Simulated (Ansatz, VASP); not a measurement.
**C in VASP and in Ansatz**

```
C
1.0
     0.00000    1.79518    1.79518
     1.79518    0.00000    1.79518
     1.79518    1.79518    0.00000
C
2
Cartesian
  2.6928 2.6928 2.6928
  1.7952 1.7952 1.7952
```

This isn't the form of C at room conditions, which is graphite.

Alike in both runs: task single point; functional BLYP; dispersion D4; k mesh 13 × 13 × 13; occupations fermi-dirac, width 0.05 eV; no spin polarisation.

```csv
,VASP,Ansatz
version,VASP 6.6.1,Ansatz 0.2.0
potentials or method,"VASP PAW PBE potentials, release 64 (C)",Ansatz PAW
plane-wave cutoff (eV),520,420
valence electrons in the cell,8,8
```

```csv
,VASP,Ansatz,Ansatz less VASP
gap on the k mesh at the Fermi level (eV),4.42,4.42,-0.006
least direct gap on the mesh (eV),5.68,5.67,-0.012
pressure (GPa),-7.1,-7.8,-0.70
dispersion energy (meV/atom),-407.8,-407.8,-0.05
```

Caveats: the PAW data sets were made with another functional, which shifts forces and pressure a little (VASP); an odd mesh through Γ misses points on the zone boundary, where band edges often lie (VASP); odd divisions of the mesh miss points on the zone boundary, where band edges often lie, so the gap on the mesh can be too wide (Ansatz); the pressure holds a Pulay correction of +1.2 GPa for the finite cutoff (Ansatz); the PAW data sets come from PBE, with cores solved anew for the run's functional, which leaves a small shift of forces and pressure (Ansatz).
